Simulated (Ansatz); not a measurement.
KBr:

```
CELL_PARAMETERS angstrom
0.00000 3.30000 3.30000
3.30000 0.00000 3.30000
3.30000 3.30000 0.00000
ATOMIC_POSITIONS crystal
Br 0.50000 0.50000 0.50000
K 0.00000 0.00000 0.00000
```

- Program: Ansatz 0.2.0
- Task: relaxation of cell and atoms
- Functional: PBE
- Potentials or basis: Ansatz PAW
- Cutoff: 420 eV (not typed: the program's choice for these potentials)
- k mesh: 7 × 7 × 7
- Occupations: fermi-dirac, width 0.05 eV
- Spin: no spin polarisation

At the start: volume 35.94 Å³/atom.

Task: Where does the relaxation end?

Result: It ends after 4 steps and the volume is 37.61 Å³/atom (+4.7 %); space group Fm-3m (No. 225, to 0.05 Å).

The path:
```
step  energy change (eV)  largest force (eV/Å)  volume (Å³)
   1              0.0000                0.0000        71.87
   2             -0.0053                0.0000        73.46
   3             -0.0074                0.0000        75.22
   4             -0.0075                0.0000        75.22
```

Final structure:
```yaml
crystal:
  lattice:
    - [0.00000, 3.35044, 3.35044]
    - [3.35044, 0.00000, 3.35044]
    - [3.35044, 3.35044, 0.00000]
  atoms:
    - { symbol: Br, position: [0.50000, 0.50000, 0.50000] }
    - { symbol: K, position: [0.00000, 0.00000, 0.00000] }
```

Caveat: the plane-wave basis is chosen anew once the cell has moved, so the energies of steps on either side of that aren't comparable.
